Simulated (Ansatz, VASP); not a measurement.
## One calculation of I, two programs

Contents of INCAR:

```
PREC     = Accurate       # precision mode
ENCUT    = 520            # plane-wave cutoff, eV
EDIFF    = 1E-6           # SCF threshold, eV
ISMEAR   = -1             # smearing method
SIGMA    = 0.08           # smearing width, eV
LREAL    = F              # projectors in reciprocal space
LASPH    = T              # aspherical terms in the spheres
NELM     = 60             # most SCF steps
ALGO     = Normal         # electronic algorithm
ISIF     = 2              # what is computed and relaxed
LWAVE    = F              # write WAVECAR
LCHARG   = F              # write CHGCAR
GGA      = PE             # functional
NBANDS   = 10             # bands
```

The input KPOINTS:

```
Automatic mesh
0
Gamma
  12 12 12
```

POSCAR

```
I
1.0
    4.2052026494      0.0000000000      0.0000000000
   -2.1026013247      3.6418123224      0.0000000000
    0.0000000000      0.0000000000      2.9120395907
I
1
Direct
    0.0000000000      0.0000000000      0.0000000000
```

Input for Ansatz:

```yaml
crystal:
  lattice:
    - [4.2052026494, 0.0, 0.0]
    - [-2.1026013247, 3.6418123224, 0.0]
    - [0.0, 0.0, 2.9120395907]
  atoms:
    - { symbol: I, position: [0.0, 0.0, 0.0] }
kpoints:
  mp_grid: { grid: [12, 12, 12] }
  band_path:
    path:
      - [0.0, 0.0, 0.0]
      - [0.5, 0.0, 0.0]
      - [0.3333333333, 0.3333333333, 0.0]
      - [0.0, 0.0, 0.0]
      - [0.0, 0.0, 0.5]
      - [0.5, 0.0, 0.5]
      - [0.3333333333, 0.3333333333, 0.5]
      - [0.0, 0.0, 0.5]
      - [0.5, 0.0, 0.5]
    npoints: 8
scf:
  occupations: { method: fermi_dirac, width: 0.08 }
hamiltonian:
  xc: pbe
  pseudopotentials: { kind: paw }
output:
  forces: true
  stress: true
  eigenvalues: true
  populations: true
  dos: { projected: true, de: 0.2, e_range: [-14, 8] }
  write_density: true
  write_potential: true
  elf: true
  volumetric_format: npy
```

Change from the starting cell: volume scaled by 0.85, PAW files.

Alike in both runs: task single point; functional PBE; k mesh 12 × 12 × 12; occupations fermi-dirac, width 0.08 eV; no spin polarisation.

|  | VASP | Ansatz |
| --- | --- | --- |
| version | VASP 6.6.1 | Ansatz 0.2.0 |
| potentials or method | VASP PAW PBE potentials, release 64 (I) | PAW with Ansatz's default frozen-core files, scalar-relativistic |
| plane-wave cutoff (eV) | 520 | 420 |
| valence electrons in the cell | 7 | 17 |

VASP gave:

```
pressure (GPa)                                  : 0.9
largest component of the traceless stress (GPa) : 0.10
```

**Question.** What did Ansatz give for the same quantities?

**Answer.** Pressure (GPa): 1.0; largest component of the traceless stress (GPa): 0.00.

The two sets of potentials don't hold the same shells in valence.

Caveats: an odd number of electrons without spin polarisation forces a metal; a magnetic or distorted state may lie lower. Spin-orbit coupling is left out, which matters for the levels of I.
